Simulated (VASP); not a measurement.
# KI (Fm-3m) in VASP: notebook

Runs on KI. Level: LDA. Tasks: relaxation of the atoms.

Everything below comes from runs of VASP 6.6.1. Logs are shortened: lines on timing, memory, paths and dates and some standing lists are left out, and cuts for length are marked.

## (1) The undisturbed crystal

It takes space group Fm-3m (No. 225, cubic). The conventional cell has a = 7.066 Å, b = 7.066 Å, c = 7.066 Å, α = 90.00°, β = 90.00°, γ = 90.00°. Around K (site symmetry m-3m) lie 6 I at 3.53 Å. Around I (site symmetry m-3m) lie 6 K at 3.53 Å.

## (2) Relaxation of the atoms, LDA (a relaxed cell with its volume scaled by 1.02)

Input file INCAR:

```
PREC = Accurate
ENCUT = 600
EDIFF = 1E-7
ISMEAR = 0
SIGMA = 0.03
LREAL = F
LASPH = T
NELM = 80
ALGO = Normal
ISIF = 2
LWAVE = F
LCHARG = F
GGA = CA
IBRION = 2
NSW = 40
EDIFFG = -0.01
```

Input file KPOINTS:

```
regular mesh
0
Gamma
  8 8 8
```

Input file POSCAR:

```
KI                                      
1.0
    0.0000000000      3.4361355639      3.4361355639
    3.4361355639      0.0000000000      3.4361355639
    3.4361355639      3.4361355639      0.0000000000
  K               I             
     1     1
Direct
     0.0000000000000000    0.0000000000000000    0.0000000000000000
     0.5000000000000000    0.5000000000000000    0.5000000000000000
```

Potentials or basis: VASP PAW LDA potentials, release 64 (K_sv, I).

Command:

```console
$ cat potpaw_LDA.64/K_sv/POTCAR potpaw_LDA.64/I/POTCAR > POTCAR
$ mpirun -np 1 vasp_std > vasp.out
```

OUTCAR:

```text
PREC = Accurate
   ENCUT = 600
   EDIFF = 1E-7
   ISMEAR = 0
   LREAL = F
   LASPH = T
   NELM = 80
   ISIF = 2
   GGA = CA
   IBRION = 2
   NSW = 40
   EDIFFG = -0.01

 ion  position               nearest neighbor table
   1  0.000  0.000  0.000-   2 3.44   2 3.44   2 3.44   2 3.44   2 3.44   2 3.44
   2  0.500  0.500  0.500-   1 3.44   1 3.44   1 3.44   1 3.44   1 3.44   1 3.44

  LATTYP: Found a face centered cubic cell.
 ALAT       =     6.8722711278

  Lattice vectors:

 A1 = (   0.0000000000,   3.4361355639,   3.4361355639)
 A2 = (   3.4361355639,   0.0000000000,   3.4361355639)
 A3 = (   3.4361355639,   3.4361355639,   0.0000000000)

Analysis of symmetry for initial positions (statically):
=====================================================================
 Subroutine PRICEL returns:
 Original cell was already a primitive cell.

 Routine SETGRP: Setting up the symmetry group for a
 face centered cubic supercell.

 Subroutine GETGRP returns: Found 48 space group operations
 (whereof 48 operations were pure point group operations)
 out of a pool of 48 trial point group operations.

The static configuration has the point symmetry O_h .

Analysis of symmetry for dynamics (positions and initial velocities):
=====================================================================
 Subroutine PRICEL returns:
 Original cell was already a primitive cell.

 Routine SETGRP: Setting up the symmetry group for a
 face centered cubic supercell.

 Subroutine GETGRP returns: Found 48 space group operations
 (whereof 48 operations were pure point group operations)
 out of a pool of 48 trial point group operations.

The dynamic configuration has the point symmetry O_h .

 Subroutine INISYM returns: Found 48 space group operations
 (whereof 48 operations are pure point group operations),
 and found     1 'primitive' translations

----------------------------------------------------------------------------------------

                                     Primitive cell

  volume of cell :      81.1411

  direct lattice vectors                    reciprocal lattice vectors
     0.000000000  3.436135564  3.436135564    -0.145512303  0.145512303  0.145512303
     3.436135564  0.000000000  3.436135564     0.145512303 -0.145512303  0.145512303
     3.436135564  3.436135564  0.000000000     0.145512303  0.145512303 -0.145512303

  length of vectors
     4.859429517  4.859429517  4.859429517     0.252034702  0.252034702  0.252034702

[... 92 lines left out ...]
   NUPDOWN=      -1.0000    fix difference up-down
   EMIN   =  10.00;   EMAX   =-10.00  energy-range for DOS
   EFERMI =   0.00;   METHOD = LEGACY
   ISMEAR =     0;   SIGMA  =   0.03  broadening in eV -4-tet -1-fermi 0-gaus
   EFERMI_NEDOS =   21; number of points for ismear=-14 and -15
   IALGO  =     38    algorithm
   IMIX   =      4    mixing-type and parameters
     AMIX     =   0.40;   BMIX     =  1.00
     AMIX_MAG =   1.60;   BMIX_MAG =  1.00
  volume/ion in A,a.u.               =      40.57       273.78
  Fermi-wavevector in a.u.,A,eV,Ry     =   0.952872  1.800667 12.353613  0.907965
  Thomas-Fermi vector in A             =   2.081475
   LORBIT       =      0    0 simple, 1 ext, 2 COOP (PROOUT), +10 PAW based schemes
   GGA     = CA    functional components
   LHFCALC =     F    Hartree Fock is set to
   AEXX    =    0.0000 exact exchange contribution
   IVDW    =     0    specifies the selected vdW correction
   LEPSILON=     F    determine dielectric tensor
   LRPA    =     F    only Hartree local field effects (RPA)
 conjugate gradient relaxation of ions
 non-spin polarized calculation
 Gauss-broadening in eV      SIGMA  =   0.03
  energy-cutoff  :      600.00
  volume of cell :       81.14
 maximum number of plane-waves:      2733
   NGX = 19   NGY = 19   NGZ = 19

 number of electron      16.0000001 magnetization

 Free energy of the ion-electron system (eV)
  ---------------------------------------------------
  ext. energy  EPLUGINS =         0.00000000
  ---------------------------------------------------
  free energy    TOTEN  =        -6.16487369 eV

  energy without entropy =       -6.16487369  energy(sigma->0) =       -6.16487369

 E-fermi :  -0.0244     XC(G=0):  -7.9520

 val. band max:       -0.1617114758   @ k =   0.0000   0.0000   0.0000
 cond. band min:       3.6546401723   @ k =   0.0000   0.0000   0.0000
 fundamental gap:      3.8163516481
 Fermi energy:        -0.0243549189

 k-point     1 :       0.0000    0.0000    0.0000
  band No.  band energies     occupation
      1     -28.1725      2.00000
      2     -11.9110      2.00000
      3     -11.9110      2.00000
      4     -11.9110      2.00000
      5     -10.8686      2.00000
      6      -0.1617      2.00000
      7      -0.1617      2.00000
      8      -0.1617      2.00000
      9       3.6546      0.00000
     10       6.0723      0.00000
     11       6.0723      0.00000
     12       6.0723      0.00000
[... 331 lines left out ...]
 k-point    24 :      -0.3750    0.2500    0.1250
  band No.  band energies     occupation
      1     -28.1682      2.00000
      2     -12.1126      2.00000
      3     -11.9378      2.00000
      4     -11.9243      2.00000
      5     -10.4947      2.00000
      6      -1.4960      2.00000
      7      -0.8261      2.00000
      8      -0.6452      2.00000
      9       5.7091      0.00000
     10       6.5026      0.00000
     11       7.2927      0.00000
     12       8.0449      0.00000

 [... further k-points ...]

------------------------ aborting loop because EDIFF is reached ----------------------------------------

  FORCE on cell =-STRESS in cart. coord.  units (eV):
  Direction    XX          YY          ZZ          XY          YZ          ZX
  --------------------------------------------------------------------------------------
  -------------------------------------------------------------------------------------
  Total       -0.1508338     -0.1508338     -0.1508338     -0.0000000     -0.0000000      0.0000000
  in kB       -2.9782998     -2.9782998     -2.9782998     -0.0000000     -0.0000000      0.0000000
  external PRESSURE =      -2.9782998 kB  Pullay stress =       0.0000000 kB

 VOLUME and BASIS-vectors are now :
 -----------------------------------------------------------------------------
  energy-cutoff  :      600.00
  volume of cell :       81.14
      direct lattice vectors                 reciprocal lattice vectors
     0.000000000  3.436135564  3.436135564    -0.145512303  0.145512303  0.145512303
     3.436135564  0.000000000  3.436135564     0.145512303 -0.145512303  0.145512303
     3.436135564  3.436135564  0.000000000     0.145512303  0.145512303 -0.145512303

 POSITION                                       TOTAL-FORCE (eV/Angst)
 -----------------------------------------------------------------------------------
      0.00000      0.00000      0.00000        -0.000000      0.000000      0.000000
      3.43614      3.43614      3.43614         0.000000      0.000000      0.000000
 -----------------------------------------------------------------------------------
    total drift:                                0.000000     -0.000000     -0.000000

  FREE ENERGIE OF THE ION-ELECTRON SYSTEM (eV)
  ---------------------------------------------------
  free  energy   TOTEN  =        -6.1648736852 eV

  energy  without entropy=       -6.1648736852  energy(sigma->0) =       -6.16487369

 reached required accuracy - stopping structural energy minimisation
```

It took 32 s on 1 thread of Intel Xeon Platinum 8488C (Sapphire Rapids), shared host; peak memory 0.21 GiB.

Results:

- Free energy: -6.1649 eV
- Pressure after relaxing: -0.3 GPa
- Band gap on the k mesh: 3.82 eV, direct

Final structure:
```cif
data_structure
_symmetry_space_group_name_H-M 'P 1'
_symmetry_Int_Tables_number 1
_cell_length_a 4.8594
_cell_length_b 4.8594
_cell_length_c 4.8594
_cell_angle_alpha 60.000
_cell_angle_beta 60.000
_cell_angle_gamma 60.000
_cell_volume 81.14
loop_
_atom_site_label
_atom_site_type_symbol
_atom_site_fract_x
_atom_site_fract_y
_atom_site_fract_z
_atom_site_occupancy
K1 K 0.00000 0.00000 0.00000 1
I1 I 0.50000 0.50000 0.50000 1
```

Levels at points of the mesh, in eV from the valence-band top:
| k point | band 5 | band 6 | band 7 | band 8 | band 9 | band 10 | band 11 | band 12 |
| --- | --- | --- | --- | --- | --- | --- | --- | --- |
| (0.00, 0.00, 0.00) | -10.71 | 0.00 | 0.00 | 0.00 | 3.82 | 6.23 | 6.23 | 6.23 |
| (0.50, 0.00, 0.00) | -10.26 | -1.59 | -0.43 | -0.43 | 5.34 | 7.67 | 8.13 | 8.13 |
| (0.50, 0.50, 0.00) | -10.52 | -1.17 | -0.43 | -0.43 | 4.54 | 5.68 | 8.02 | 8.79 |

Caveat: the relaxation stopped at its first step, so nothing moved; spin-orbit coupling is left out, which moves the levels of the heavy elements. A k mesh can miss the band edges.

## (3) Relaxation of the atoms, LDA (a relaxed cell with its volume scaled by 1.04)

INCAR is that of step 2.

KPOINTS is that of step 2.

Input file POSCAR:

```
KI                                      
1.0
    0.0000000000      3.4584487577      3.4584487577
    3.4584487577      0.0000000000      3.4584487577
    3.4584487577      3.4584487577      0.0000000000
  K               I             
     1     1
Direct
     0.0000000000000000    0.0000000000000000    0.0000000000000000
     0.5000000000000000    0.5000000000000000    0.5000000000000000
```

Potentials or basis: VASP PAW LDA potentials, release 64 (K_sv, I).

Command:

```console
$ cat potpaw_LDA.64/K_sv/POTCAR potpaw_LDA.64/I/POTCAR > POTCAR
$ mpirun -np 1 vasp_std > vasp.out
```

OUTCAR:

```text
PREC = Accurate
   ENCUT = 600
   EDIFF = 1E-7
   ISMEAR = 0
   LREAL = F
   LASPH = T
   NELM = 80
   ISIF = 2
   GGA = CA
   IBRION = 2
   NSW = 40
   EDIFFG = -0.01

 ion  position               nearest neighbor table
   1  0.000  0.000  0.000-   2 3.46   2 3.46   2 3.46   2 3.46   2 3.46   2 3.46
   2  0.500  0.500  0.500-   1 3.46   1 3.46   1 3.46   1 3.46   1 3.46   1 3.46

  LATTYP: Found a face centered cubic cell.
 ALAT       =     6.9168975154

  Lattice vectors:

 A1 = (   0.0000000000,   3.4584487577,   3.4584487577)
 A2 = (   3.4584487577,   0.0000000000,   3.4584487577)
 A3 = (   3.4584487577,   3.4584487577,   0.0000000000)

Analysis of symmetry for initial positions (statically):
=====================================================================
 Subroutine PRICEL returns:
 Original cell was already a primitive cell.

 Routine SETGRP: Setting up the symmetry group for a
 face centered cubic supercell.

 Subroutine GETGRP returns: Found 48 space group operations
 (whereof 48 operations were pure point group operations)
 out of a pool of 48 trial point group operations.

The static configuration has the point symmetry O_h .

[... 179 lines left out ...]
      9       3.4923      0.00000
     10       5.9731      0.00000
     11       5.9731      0.00000
     12       5.9731      0.00000
[... 331 lines left out ...]
 k-point    24 :      -0.3750    0.2500    0.1250
  band No.  band energies     occupation
      1     -28.3089      2.00000
      2     -12.2288      2.00000
      3     -12.0727      2.00000
      4     -12.0603      2.00000
      5     -10.6044      2.00000
      6      -1.5671      2.00000
      7      -0.9160      2.00000
      8      -0.7387      2.00000
      9       5.5764      0.00000
     10       6.3784      0.00000
     11       7.1050      0.00000
     12       7.8946      0.00000

 [... further k-points ...]

------------------------ aborting loop because EDIFF is reached ----------------------------------------

  FORCE on cell =-STRESS in cart. coord.  units (eV):
  Direction    XX          YY          ZZ          XY          YZ          ZX
  --------------------------------------------------------------------------------------
  -------------------------------------------------------------------------------------
  Total       -0.2921475     -0.2921475     -0.2921475      0.0000000     -0.0000000     -0.0000000
  in kB       -5.6576841     -5.6576841     -5.6576841      0.0000000     -0.0000000     -0.0000000
  external PRESSURE =      -5.6576841 kB  Pullay stress =       0.0000000 kB

 VOLUME and BASIS-vectors are now :
 -----------------------------------------------------------------------------
  energy-cutoff  :      600.00
  volume of cell :       82.73
      direct lattice vectors                 reciprocal lattice vectors
     0.000000000  3.458448758  3.458448758    -0.144573488  0.144573488  0.144573488
     3.458448758  0.000000000  3.458448758     0.144573488 -0.144573488  0.144573488
     3.458448758  3.458448758  0.000000000     0.144573488  0.144573488 -0.144573488

 POSITION                                       TOTAL-FORCE (eV/Angst)
 -----------------------------------------------------------------------------------
      0.00000      0.00000      0.00000         0.000000      0.000000      0.000000
      3.45845      3.45845      3.45845         0.000000      0.000000      0.000000
 -----------------------------------------------------------------------------------
    total drift:                                0.000000     -0.000000     -0.000000

  FREE ENERGIE OF THE ION-ELECTRON SYSTEM (eV)
  ---------------------------------------------------
  free  energy   TOTEN  =        -6.1606230147 eV

  energy  without entropy=       -6.1606230147  energy(sigma->0) =       -6.16062301

 reached required accuracy - stopping structural energy minimisation
```

CONTCAR:

```text
KI
   1.00000000000000
     0.0000000000000000    3.4584487576999998    3.4584487576999998
     3.4584487576999998    0.0000000000000000    3.4584487576999998
     3.4584487576999998    3.4584487576999998    0.0000000000000000
  K               I
     1     1
Direct
     0.0000000000000000    0.0000000000000000    0.0000000000000000
     0.5000000000000000    0.5000000000000000    0.5000000000000000

  0.00000000E+00  0.00000000E+00  0.00000000E+00
  0.00000000E+00  0.00000000E+00  0.00000000E+00
```

It took 30 s on 1 thread of Intel Xeon Platinum 8488C (Sapphire Rapids), shared host; peak memory 0.21 GiB.

What came out:

| Item | Value |
| --- | --- |
| Free energy | -6.1606 eV |
| Pressure after relaxing | -0.6 GPa |
| Band gap on the k mesh | 3.77 eV, direct |

Final structure:
```
K I
1.0
     0.00000    3.45845    3.45845
     3.45845    0.00000    3.45845
     3.45845    3.45845    0.00000
K I
1 1
Direct
  0.00000 0.00000 0.00000
  0.50000 0.50000 0.50000
```

Caveat: the relaxation stopped at its first step, so nothing moved; spin-orbit coupling is left out, which moves the levels of the heavy elements. A k mesh can miss the band edges.

## (4) Relaxation of the atoms, LDA (a relaxed cell with its volume scaled by 1.06)

INCAR is that of step 3.

KPOINTS is that of step 3.

Input file POSCAR:

```
KI                                      
1.0
    0.0000000000      3.4804776877      3.4804776877
    3.4804776877      0.0000000000      3.4804776877
    3.4804776877      3.4804776877      0.0000000000
  K               I             
     1     1
Direct
     0.0000000000000000    0.0000000000000000    0.0000000000000000
     0.5000000000000000    0.5000000000000000    0.5000000000000000
```

Command:

```console
$ cat potpaw_LDA.64/K_sv/POTCAR potpaw_LDA.64/I/POTCAR > POTCAR
$ mpirun -np 1 vasp_std > vasp.out
```

Run time: 32 s. Hardware: 1 thread of Intel Xeon Platinum 8488C (Sapphire Rapids), shared host; peak memory 0.21 GiB.

It converged, with:

| Property | Result |
| --- | --- |
| Free energy | -6.1539 eV |
| Pressure after relaxing | -0.8 GPa |
| Band gap on the k mesh | 3.72 eV, direct |

Final structure:
```cif
data_structure
_symmetry_space_group_name_H-M 'P 1'
_symmetry_Int_Tables_number 1
_cell_length_a 4.9221
_cell_length_b 4.9221
_cell_length_c 4.9221
_cell_angle_alpha 60.000
_cell_angle_beta 60.000
_cell_angle_gamma 60.000
_cell_volume 84.32
loop_
_atom_site_label
_atom_site_type_symbol
_atom_site_fract_x
_atom_site_fract_y
_atom_site_fract_z
_atom_site_occupancy
K1 K 0.00000 0.00000 0.00000 1
I1 I 0.50000 0.50000 0.50000 1
```

Levels at points of the mesh, in eV from the valence-band top:
| k point | band 5 | band 6 | band 7 | band 8 | band 9 | band 10 | band 11 | band 12 |
| --- | --- | --- | --- | --- | --- | --- | --- | --- |
| (0.00, 0.00, 0.00) | -10.64 | 0.00 | 0.00 | 0.00 | 3.72 | 6.26 | 6.26 | 6.26 |
| (0.50, 0.00, 0.00) | -10.27 | -1.50 | -0.39 | -0.39 | 5.30 | 7.57 | 8.05 | 8.05 |
| (0.50, 0.50, 0.00) | -10.48 | -1.11 | -0.41 | -0.41 | 4.61 | 5.58 | 7.99 | 8.71 |

Caveat: the relaxation stopped at its first step, so nothing moved; spin-orbit coupling is left out, which moves the levels of the heavy elements. A k mesh can miss the band edges.

## (5) The runs side by side

```tsv
cell	gap on the mesh (eV)	pressure (GPa)
atoms relaxed from: a relaxed cell with its volume scaled by 1.02	3.82	-0.3
atoms relaxed from: a relaxed cell with its volume scaled by 1.04	3.77	-0.6
atoms relaxed from: a relaxed cell with its volume scaled by 1.06	3.72	-0.8
```

Alike in all rows: task relaxation of the atoms; level LDA; potentials or basis VASP PAW LDA potentials, release 64 (K_sv, I); no spin polarisation; k mesh 8 × 8 × 8; cutoff (eV) 600; smearing gaussian 0.03 eV.

Caveats: the relaxation stopped at its first step, so nothing moved; spin-orbit coupling is left out, which moves the levels of the heavy elements.

Total energies depend on the potentials used, so only differences within one code and one set of settings carry meaning.
